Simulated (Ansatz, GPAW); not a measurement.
Given: the input of a run of Ansatz 0.2.0 on Pd. Atoms were shifted at random by some hundredths of an Å from the given cell, which wasn't relaxed again for these runs. This isn't the form of Pd at room conditions, which is fcc.

The input input.yaml:

```yaml
crystal:
  lattice:
    - [2.7836650458, 0.0, 0.0]
    - [-1.3918325229, 2.4107246453, 0.0]
    - [0.0, 0.0, 4.628893]
  atoms:
    - { symbol: Pd, position: [0.328501, 0.691682, 0.240991] }
    - { symbol: Pd, position: [0.66929, 0.343987, 0.758727] }
hamiltonian:
  xc: pbesol
  pseudopotentials: { kind: paw }
kpoints:
  mp_grid: { grid: [11, 11, 6] }
scf:
  occupations: { method: fermi_dirac, width: 0.05 }
output:
  forces: true
  stress: true
  eigenvalues: true
```

Potentials or basis: Ansatz PAW.

The run is started by

```sh
$ ansatz run input.yaml --threads 1 --pin off --max-ram 3584MiB --backend cpu --events-out ev --progress --plain --runs-dir out
```

Question: Set up the same calculation for GPAW 26.7.0 (ASE script). Potentials or basis there: PAW data sets generated for this functional, cutoff 600 eV.

Answer: As run (cutoffs and basis follow the program's own potentials, and thresholds, step limits or extra output files can differ):

run.py

```python
from ase import Atoms
from ase.dft.bandgap import bandgap
from ase.io import write
from ase.units import GPa
from gpaw import GPAW, PW, setup_paths

setup_paths.insert(0, '.')

atoms = Atoms(['Pd', 'Pd'],
              cell=[[2.7836650458, 0.0, 0.0],
                    [-1.3918325229, 2.4107246453, 0.0],
                    [0.0, 0.0, 4.628893]],
              scaled_positions=[[0.328501, 0.691682, 0.240991],
                                [0.66929, 0.343987, 0.758727]],
              pbc=True)

calc = GPAW(mode=PW(600),
            xc='PBEsol',
            kpts={'size': (11, 11, 6), 'gamma': True},
            occupations={'name': 'fermi-dirac', 'width': 0.05},
            nbands=29,
            convergence={'density': 1e-05, 'energy': 1e-05},
            maxiter=150,
            txt='gpaw.txt')
atoms.calc = calc
energy = atoms.get_potential_energy()
forces = atoms.get_forces()
stress = atoms.get_stress()
calc.write('gs.gpw')
write('result.traj', atoms)
print(f'Energy: {energy:.6f} eV')
print('Forces (eV/A):')
print(forces.round(4))
print('Stress (GPa):', (stress / GPa).round(3))
print('Fermi level:', round(calc.get_fermi_level(), 4), 'eV')
print(f'Gap: {bandgap(calc)[0]:.4f} eV, direct: {bandgap(calc, direct=True)[0]:.4f} eV')
```

Potentials or basis: PAW data sets generated in the run's folder for this functional, pw.

The run is started by

```sh
$ gpaw-setup -f PBEsol Pd
$ OMP_NUM_THREADS=1 python run.py
```

Both were run:

|  | Ansatz | GPAW |
| --- | --- | --- |
| Pressure | -9.6 GPa | -9.3 GPa |
| Largest force | 0.604 eV/Å | 0.607 eV/Å |
| Energy over the undisturbed cell | 13.0 meV/atom | 13.0 meV/atom |

Ansatz's pressure holds a Pulay term of +0.04 GPa for its cutoff of 420 eV, which the other run lacks.

The potentials hold 36 and 32 valence electrons a cell.

Ansatz's potentials were made for PBE.

Where Ansatz's input types no cutoff or centring, it takes its own default and a Γ-centred mesh.

Pressure is positive in compression.
